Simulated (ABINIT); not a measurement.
The system is TaN.

```xyz
2
Lattice="2.9380 0.0000 0.0000 -1.4690 2.5444 0.0000 0.0000 0.0000 2.8830" Properties=species:S:1:pos:R:3 pbc="T T T"
Ta    0.0000    1.6963    1.4415
N     0.0000    0.0000    0.0000
```

| Quantity | Value |
| --- | --- |
| Program | ABINIT 10.8.3 (patched build) |
| Task | single point |
| Functional | PBE |
| Potentials or basis | JTH PAW PBE v2.0 |
| Cutoff | 707 eV |
| k mesh | 10 × 10 × 9 |
| Occupations | fermi-dirac, width 0.05 eV |
| Spin | no spin polarisation |

On this cell: pressure 4.5 GPa; largest force under 0.003 eV/Å; band gap on the k mesh none (metal or under the smearing width).

The same run follows on a disturbed copy (atoms moved at random, drawn with an rms of 0.05 Å):

```
Ta N
1.0
     2.93800    0.00000    0.00000
    -1.46900    2.54438    0.00000
     0.00000    0.00000    2.88300
Ta N
1 1
Direct
  0.34478 0.67500 0.48326
  0.98589 0.00547 0.00587
```

Task: What changes?

Result: The energy (extrapolated to zero smearing) moves by +32.7 meV/atom; pressure 6.2 GPa; largest force 1.368 eV/Å; band gap on the k mesh none (metal or under the smearing width).

Forces on the atoms (eV/Å):
```
Ta  -0.966 -0.139  0.959
N    0.966  0.139 -0.959
```

Stress tensor (GPa, compression positive):
```
 5.86  1.25 -1.75
 1.25  5.12 -0.31
-1.75 -0.31  7.49
```
